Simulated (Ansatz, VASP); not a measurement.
## One calculation of In, two programs

INCAR

```
ALGO     = Normal         # electronic algorithm
EDIFF    = 1E-6           # SCF threshold, eV
ENCUT    = 520            # plane-wave cutoff, eV
GGA      = PE             # functional
ISIF     = 2              # what is computed and relaxed
ISMEAR   = -1             # smearing method
LASPH    = True           # aspherical terms in the spheres
LCHARG   = False          # write CHGCAR
LREAL    = False          # projectors in reciprocal space
LWAVE    = False          # write WAVECAR
NBANDS   = 20             # bands
NELM     = 80             # most SCF steps
PREC     = Accurate       # precision mode
SIGMA    = 0.05           # smearing width, eV
```

File KPOINTS:

```
k-points
0
Gamma
  9 9 9
```

File POSCAR:

```
In
1.0
    0.0000000000      3.3307834647      3.3307834647
    3.3307834647      0.0000000000      3.3307834647
    3.3307834647      3.3307834647      0.0000000000
In
2
Direct
    0.0000000000      0.0000000000      0.0000000000
    0.2500000000      0.2500000000      0.2500000000
```

Input for Ansatz:

```yaml
crystal:
  lattice:
    - [0.0, 3.3307834647, 3.3307834647]
    - [3.3307834647, 0.0, 3.3307834647]
    - [3.3307834647, 3.3307834647, 0.0]
  atoms:
    - { symbol: In, position: [0.0, 0.0, 0.0] }
    - { symbol: In, position: [0.25, 0.25, 0.25] }
kpoints:
  mp_grid: { grid: [9, 9, 9] }
scf:
  occupations: { method: fermi_dirac, width: 0.05 }
hamiltonian:
  xc: pbe
  pseudopotentials: { kind: all_electron, lapw: { basis_error: 0.00025 } }
output:
  forces: true
  stress: true
  eigenvalues: true
```

Change from the starting cell: volume scaled by 0.97.

Alike in both runs: task single point; functional PBE; k mesh 9 × 9 × 9; occupations fermi-dirac, width 0.05 eV; no spin polarisation.

|  | VASP | Ansatz |
| --- | --- | --- |
| version | VASP 6.6.1 | Ansatz 0.2.0 |
| potentials or method | VASP PAW PBE potentials, release 64 (In_d) | all-electron LAPW, scalar-relativistic |
| plane-wave cutoff (eV) | 520 | see its input |

|  | VASP | Ansatz | Ansatz less VASP |
| --- | --- | --- | --- |
| pressure (GPa) | 0.7 | 0.7 | +0.02 |

Ansatz ran all-electron here, so the differences hold the error of VASP's frozen core and of both bases.
